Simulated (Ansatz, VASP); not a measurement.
**One calculation of KBr, two programs**

The input INCAR:

```
PREC = Accurate ; ENCUT = 520
EDIFF = 1E-7 ; ISMEAR = 0
SIGMA = 0.05 ; LREAL = False
LASPH = True ; NELM = 100
ALGO = Normal ; ISIF = 2
LWAVE = False ; LCHARG = True
GGA = PE ; LELF = True
LVHAR = True ; NBANDS = 15
```

KPOINTS

```
Automatic mesh
0
Gamma
  6 6 6
```

File POSCAR:

```
KBr
1.0
    4.0434990000      0.0000000000      0.0000000000
    0.0000000000      4.0434990000      0.0000000000
    0.0000000000      0.0000000000      4.1041514850
K Br
1 1
Direct
    0.0000000000      0.0000000000      0.0000000000
    0.5000000000      0.5000000000      0.5000000000
```

Input for Ansatz:

```yaml
crystal:
  lattice:
    - [4.043499, 0.0, 0.0]
    - [0.0, 4.043499, 0.0]
    - [0.0, 0.0, 4.104151485]
  atoms:
    - { symbol: K, position: [0.0, 0.0, 0.0] }
    - { symbol: Br, position: [0.5, 0.5, 0.5] }
basis:
  ecutwfc: 420
kpoints:
  mp_grid: { grid: [6, 6, 6] }
hamiltonian:
  xc: pbe
scf:
  occupations: { method: gaussian, width: 0.05 }
output:
  forces: true
  stress: true
  eigenvalues: true
```

Change from the starting cell: strain +0.0150 x Voigt [0, 0, 1, 0, 0, 0], atoms carried along.

Alike in both runs: task single point; functional PBE; k mesh 6 × 6 × 6; occupations gaussian, width 0.05 eV; no spin polarisation.

|  | VASP | Ansatz |
| --- | --- | --- |
| version | VASP 6.6.1 | Ansatz 0.2.0 |
| potentials or method | VASP PAW PBE potentials, release 64 (K_sv, Br) | scalar-relativistic, plane waves, PAW |
| plane-wave cutoff (eV) | 520 | 420 |
| valence electrons in the cell | 16 | 16 |

|  | VASP | Ansatz | Ansatz less VASP |
| --- | --- | --- | --- |
| gap on the k mesh at the Fermi level (eV) | 3.79 | 3.79 | +0.001 |
| least direct gap on the mesh (eV) | 4.04 | 4.04 | 0.000 |
| pressure (GPa) | -0.2 | -0.3 | -0.03 |
| largest component of the traceless stress (GPa) | 0.34 | 0.34 | 0.000 |

A k mesh can miss the band edges.
